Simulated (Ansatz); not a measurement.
## PbS: moving S off its site

PbS, Fm-3m, a = 5.930 Å (as given, not relaxed at this level: 1.4 GPa). Ansatz: r2SCAN, PAW, 500 eV, Γ-centred 8×8×8 mesh on 2 atoms, Gaussian smearing 0.05 eV; no spin polarisation.

```xyz
2
Lattice="0.0000 2.9650 2.9650 2.9650 0.0000 2.9650 2.9650 2.9650 0.0000" Properties=species:S:1:pos:R:3 pbc="T T T"
Pb    0.0000    0.0000    0.0000
S     2.9650    2.9650    2.9650
```

Atom 2 (S) moves by x along the unit vector (0.000, 0.000, 1.000), with its periodic images; all else is held. y is the free energy of the cell over the start, F the force along the path summed over the moved atoms. Symmetry makes y even in x.

```
  x (Å) y (meV) F (eV/Å)
-0.5000        ?         ?
-0.2500     25.1      0.31
 0.0000      0.0      0.00
 0.0625      0.8     -0.03
 0.1250      3.8     -0.07
 0.1875     10.9     -0.16
 0.3125     50.5     -0.52
 0.3750     92.0     -0.82
 0.4375    155.5     -1.23
```

Q: Fit y = c2 x² + c4 x⁴ to the energies of the other rows, give the force constant, and predict energy and force of the missing row.

A: Least squares on the rows shown. y = 205.88 x² + 3173.3 x⁴. The force constant is 2 c2 = 0.412 eV/Å² (for all images moving together, not for a lone atom). With two atoms in a cubic cell this is the optical mode at Γ without the LO field: ω = 521.5 √(2 c2/μ) = 64 cm⁻¹ for μ = 27.76 u. The force −dy/dx at the missing row is 1.79 eV/Å (computed 1.76). With a term in x⁶ added, the coefficient of x² becomes 190.9, 7 % less, which shows how far this figure hangs on the form. At x = -0.5000 the fit asked for gives 249.8 meV. The run gave 248.2 meV, so the fit is 1.6 meV too high, a small miss on the scale of the series.

Spin–orbit coupling is left out, which can shift energies with elements as heavy as these.